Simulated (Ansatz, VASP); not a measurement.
**Rh in VASP and in Ansatz**

Contents of INCAR:

```
SYSTEM = Rh
PREC = Accurate
ENCUT = 520
EDIFF = 1E-7
ISMEAR = 0
SIGMA = 0.1
LREAL = .FALSE.
LASPH = .TRUE.
NELM = 80
ALGO = Fast
ISIF = 2
LWAVE = .FALSE.
LCHARG = .FALSE.
GGA = PS
NBANDS = 22
```

KPOINTS

```
Automatic mesh
0
G
  24 24 12
  0 0 0
```

File POSCAR:

```
Rh
1.0
    2.5274119197      0.0000000000      0.0000000000
   -1.2637059599      2.1888029283      0.0000000000
    0.0000000000      0.0000000000      4.0692790295
Rh
2
Direct
    0.6666666667      0.3333333333      0.7500000000
    0.3333333333      0.6666666667      0.2500000000
```

Input for Ansatz:

```yaml
crystal:
  lattice:
    - [2.5274119197, 0.0, 0.0]
    - [-1.2637059599, 2.1888029283, 0.0]
    - [0.0, 0.0, 4.0692790295]
  atoms:
    - { symbol: Rh, position: [0.6666666667, 0.3333333333, 0.75] }
    - { symbol: Rh, position: [0.3333333333, 0.6666666667, 0.25] }
basis:
  ecutwfc: 420
kpoints:
  mp_grid: { grid: [24, 24, 12] }
hamiltonian:
  xc: pbesol
scf:
  occupations: { method: gaussian, width: 0.1 }
output:
  forces: true
  stress: true
  eigenvalues: true
  write_density: true
  write_potential: true
  elf: true
  volumetric_format: npy
```

Change from the starting cell: equal strain along all axes, cell held, atoms relaxed: -6.0 %.

Alike in both runs: task single point; functional PBEsol; k mesh 24 × 24 × 12; occupations gaussian, width 0.1 eV; no spin polarisation.

|  | VASP | Ansatz |
| --- | --- | --- |
| version | VASP 6.6.1 | Ansatz 0.2.0 |
| potentials or method | VASP PAW PBE potentials, release 64 (Rh_pv) | scalar-relativistic, plane waves, PAW |
| plane-wave cutoff (eV) | 520 | 420 |
| valence electrons in the cell | 30 | 34 |

```csv
,VASP,Ansatz,Ansatz less VASP
gap on the k mesh at the Fermi level (eV),none,none,-
pressure (GPa),86.9,86.7,-0.14
largest component of the traceless stress (GPa),2.75,2.73,-0.027
```

A gap of «none» marks a metal or a gap that the smearing closes. The functional is the same, so the differences come from potentials, cutoffs and numerics. The two sets of potentials don't hold the same shells in valence.

Caveats: the cell as given lies far from equilibrium; so large a pressure means that the cell lies far from this level's equilibrium, or that cutoff or potentials fall short (VASP); the potentials were made for another functional, which shifts forces and pressure (VASP).
